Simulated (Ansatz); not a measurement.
**RbBr: how strain makes field gradients**

```xyz
2
Lattice="0.0000 3.4275 3.4275 3.4275 0.0000 3.4275 3.4275 3.4275 0.0000" Properties=species:S:1:pos:R:3 pbc="T T T"
Rb    0.0000    0.0000    0.0000
Br    3.4275    3.4275    3.4275
```

Atoms are numbered in the order listed.

The cell is COD entry 1010048, as deposited and not checked against the literature; nothing was relaxed. It is an old determination, and later ones may differ.

All numbers below come from Ansatz 0.2.0, DFT, PBEsol, all-electron PAW with datasets made for the crystal, scalar-relativistic.

Sampling and basis: a Γ-centred 7×7×7 k mesh, Fermi–Dirac smearing of 0.03 eV, cutoff 200 eV (chosen by the program for this cell), no spin polarisation.

The strain is applied along the Cartesian axes of the cell as listed (the other components stay zero). Fractional coordinates are held (clamped ions).

The columns are Cartesian components of the electric field gradient at the nuclei, in 10²¹ V/m².

No spin–orbit coupling: at heavy atoms the gradients can be off by tens of per cent for that reason.

Only quantities that a quadratic follows smoothly over the whole series are listed; rougher ones are left out.

| εxx = εyy | Vzz at Rb1 | Vzz at Br2 |
| --- | --- | --- |
| -0.0200 | 0.78 | 0.53 |
| 0.0000 | 0.00 | 0.00 |
| 0.0100 | -0.35 | -0.21 |
| 0.0200 | -0.68 | -0.37 |

(1) Fit the series and give the gradient–strain slopes.

(2) One run, at εxx = εyy = -0.0100, is withheld. Predict its row.

## Answers

(1) Least-squares fits y = p0 + p1 x + p2 x² to the rows give Vzz at Rb1: p1 = -36.5, p2 = 120; Vzz at Br2: p1 = -22.5, p2 = 200. The slopes p1 are in 10²¹ V/m² per unit strain, for clamped ions.

(2) The fits give 0.38, 0.24; the run gave 0.38, 0.24.
